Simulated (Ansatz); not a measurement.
**How P stores the work of compression**

Method: Ansatz 0.2.0, DFT PBEsol+D3(BJ), scalar-relativistic, plane waves, PAW. Run with 420 eV cutoff, 18×18×18 k-mesh, Gaussian smearing of 0.10 eV, no spin polarisation.

Starting point, cell and atoms relaxed:

```
CELL_PARAMETERS angstrom
2.39048 0.00000 0.00000
0.00000 2.39048 0.00000
0.00000 0.00000 2.39065
ATOMIC_POSITIONS crystal
P 0.00000 0.00000 0.00000
```

Cell and atoms were relaxed at each target pressure within the start's symmetry (Pm-3m), at zero temperature; other phases can be more stable under pressure. H = E + PV with P the target; E is the free energy at the smearing used, whose derivative the pressure is, per atom and counted from zero pressure.

A cell with an odd number of electrons and no spin polarisation is a metal by construction and may be lower with spin.

| P (GPa) | V (Å³/atom) | E − E0 (meV) | H − H0 (meV) |
| --- | --- | --- | --- |
| 0 | 13.661 | 0.0 | 0.0 |
| 2 | 13.465 | 1.2 | 169.3 |
| 5 | 13.212 | 6.7 | 419.0 |
| 10 | 12.833 | 24.4 | 825.4 |
| 20 | 12.214 | 81.7 | 1606.4 |
| 40 | 11.263 | 256.4 | 3068.4 |

Q: Thermodynamics gives dH/dP = V along a relaxed path. Integrate V over P by the trapezoid rule and compare with the computed enthalpies.

A: With 1 eV/Å³ = 160.22 GPa, each step adds the mean volume times ΔP / 160.22:
```csv
P (GPa),∫V dP (meV),H − H0 (meV),difference (meV)
2,169.3,169.3,0.0
5,419.1,419.0,0.1
10,825.5,825.4,0.1
20,1607.1,1606.4,0.7
40,3072.5,3068.4,4.1
```

V(P) curves upward, so the trapezoid rule runs high; integrating a smooth curve through the same points (P as a polynomial of degree 4 in ln V) puts that excess at about 3.9 meV at 40 GPa, against the 4.1 meV found.

Q: At 40 GPa, how much of the enthalpy change is stored energy and how much is the PV term?

A: E rises by 256 meV/atom and PV is 40 × 11.263 / 160.22 = 2812 meV/atom, so PV makes 92 % of ΔH. So between rival structures at high pressure a small difference in volume can outweigh the difference in energy: 1 % of this volume is worth 28.1 meV/atom at this pressure.

Q: What bulk modulus do the lowest pressures give?

A: From the pressures that the runs reached, -2.00 GPa (13.874 Å³) and 2.01 GPa (13.465 Å³), B = −ΔP/Δln V = 4.01 / 0.0299 = 134 GPa, a mean over that range.

This simple cubic form isn't the element's structure at ambient conditions.